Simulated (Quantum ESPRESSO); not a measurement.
Crystal: Ge.

```
CELL_PARAMETERS angstrom
0.00000 2.82891 2.82891
2.82891 0.00000 2.82891
2.82891 2.82891 0.00000
ATOMIC_POSITIONS crystal
Ge 0.75000 0.75000 0.75000
Ge 0.50000 0.50000 0.50000
```

Base run:

| Quantity | Value |
| --- | --- |
| Program | Quantum ESPRESSO 7.5 |
| Functional | EV93 |
| Potentials or basis | PseudoDojo 0.4.1 SR PBE standard |
| Cutoff | 1061 eV |
| Density cutoff | 4245 eV |
| k mesh | 8 × 8 × 8 |
| Occupations | fermi-dirac, width 0.05 eV |
| Spin | no spin polarisation |

Its results: band gap on the k mesh 0.46 eV, direct; pressure 18.8 GPa.

Task: After a change of settings the same cell gave: band gap on the k mesh none (metal or under the smearing width); pressure 5.9 GPa. Which change was it?
A. functional from EV93 to Q2D
B. functional from EV93 to PW86PBE
C. functional from EV93 to rPW86PBE; dispersion from none to rVV10

Result: B.

Caveats: the potentials were made for another functional, which shifts forces and pressure; the potentials were made for a functional far from this one (some runs); so large a pressure means that the cell lies far from this level's equilibrium, or that cutoff or potentials fall short (some runs); this crystal is a semiconductor, whose small gap the functional closes, so the metal is an error of the method (some runs).
